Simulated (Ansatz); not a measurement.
Crystal: SnO2 (Cassiterite).

```
CELL_PARAMETERS angstrom
4.73800 0.00000 0.00000
0.00000 4.73800 0.00000
0.00000 0.00000 3.18650
ATOMIC_POSITIONS crystal
Sn 0.50000 0.50000 0.50000
Sn 0.00000 0.00000 0.00000
O 0.80710 0.19290 0.50000
O 0.69290 0.69290 0.00000
O 0.19290 0.80710 0.50000
O 0.30710 0.30710 0.00000
```

* Program: Ansatz 0.2.0
* Task: relaxation of cell and atoms
* Functional: RPBE
* Dispersion: D4
* Potentials or basis: Ansatz PAW
* Cutoff: 420 eV (not typed: the program's choice for these potentials)
* k mesh: 6 × 6 × 8
* Occupations: fermi-dirac, width 0.05 eV
* Spin: no spin polarisation

At the start: volume 11.92 Å³/atom.

How do energy, volume and symmetry change on relaxing?

It ends after 8 steps and the volume is 12.32 Å³/atom (+3.3 %); space group P4_2/mnm (No. 136, to 0.05 Å).

Step by step:
```csv
step,energy change (eV),largest force (eV/Å),volume (Å³)
1,0.0000,0.3208,71.53
2,-0.0470,0.0655,73.79
3,-0.0476,0.0615,73.88
4,-0.0483,0.0148,73.81
5,-0.0483,0.0000,73.83
6,-0.0607,0.0002,73.83
7,-0.0603,0.0003,73.92
8,-0.0608,0.0004,73.92
```

Final structure:
```cif
data_structure
_symmetry_space_group_name_H-M 'P 1'
_symmetry_Int_Tables_number 1
_cell_length_a 4.7794
_cell_length_b 4.7794
_cell_length_c 3.2362
_cell_angle_alpha 90.000
_cell_angle_beta 90.000
_cell_angle_gamma 90.000
_cell_volume 73.92
loop_
_atom_site_label
_atom_site_type_symbol
_atom_site_fract_x
_atom_site_fract_y
_atom_site_fract_z
_atom_site_occupancy
Sn1 Sn 0.50000 0.50000 0.50000 1
Sn2 Sn 0.00000 0.00000 0.00000 1
O1 O 0.80598 0.19402 0.50000 1
O2 O 0.69402 0.69402 0.00000 1
O3 O 0.19402 0.80598 0.50000 1
O4 O 0.30598 0.30598 0.00000 1
```

Caveat: the plane-wave basis is chosen anew once the cell has moved, so the energies of steps on either side of that aren't comparable; the pressure holds a Pulay correction of +0.7 GPa for the finite cutoff; the PAW data sets come from PBE, with cores solved anew for the run's functional, which leaves a small shift of forces and pressure.
